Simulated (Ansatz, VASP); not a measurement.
Given: the input of a run of VASP 6.6.1 on Yb.

The input INCAR:

```
SYSTEM = Yb
  PREC = Accurate
  ENCUT = 520
  EDIFF = 1E-6
  ISMEAR = -1
  SIGMA = 0.05
  LREAL = .False.
  LASPH = .True.
  NELM = 120
  ALGO = Normal
  ISIF = 2
  LWAVE = .False.
  LCHARG = .True.
  ISPIN = 2
  MAGMOM = 2.5
  LORBIT = 11
  LMAXMIX = 6
  GGA = PE
  LELF = .True.
  LVHAR = .True.
```

KPOINTS

```
regular mesh
0
Gamma
  9 9 9
  0 0 0
```

Contents of POSCAR:

```
Yb
1.0
   -2.1514830000      2.1514830000      2.1514830000
    2.1514830000     -2.1514830000      2.1514830000
    2.1514830000      2.1514830000     -2.1514830000
Yb
1
Direct
    0.0000000000      0.0000000000      0.0000000000
```

Potentials or basis: VASP PAW PBE potentials, release 64 (Yb).

Launch:

```console
$ cat potpaw_PBE.64/Yb/POTCAR > POTCAR
$ mpirun -np 1 vasp_std > vasp.out
```

Translate it to Ansatz 0.2.0. Potentials there: Ansatz PAW.

As run (the cutoff follows the program's own potentials):

Contents of input.yaml:

```yaml
crystal:
  lattice:
    - [-2.151483, 2.151483, 2.151483]
    - [2.151483, -2.151483, 2.151483]
    - [2.151483, 2.151483, -2.151483]
  atoms:
    - { symbol: Yb, position: [0.0, 0.0, 0.0], spin: 1.0 }
hamiltonian:
  xc: pbe
  pseudopotentials: { kind: paw }
magnetization:
  spin_polarized: true
kpoints:
  mp_grid: { grid: [9, 9, 9] }
scf:
  occupations: { method: fermi_dirac, width: 0.05 }
output:
  forces: true
  stress: true
  eigenvalues: true
```

Potentials or basis: Ansatz PAW.

Launch:

```sh
$ ansatz run input.yaml --threads 1 --pin off --max-ram 3584MiB --backend cpu --events-out ev --progress --plain --runs-dir out
```

Both were run:

|  | VASP | Ansatz | Ansatz less VASP |
| --- | --- | --- | --- |
| gap on the k mesh at the Fermi level (eV) | none | none | - |
| pressure (GPa) | -1.8 | -2.2 | -0.40 |
| net moment per atom (μB) | 0.00 | 0.00 | -0.001 |

A gap of «none» marks a metal or a gap that the smearing closes.

Caveats: spin-orbit coupling is left out, which moves the levels of the heavy elements; the starting moments weren't kept (Ansatz). The state reached can hang on the start; a lower one may exist.
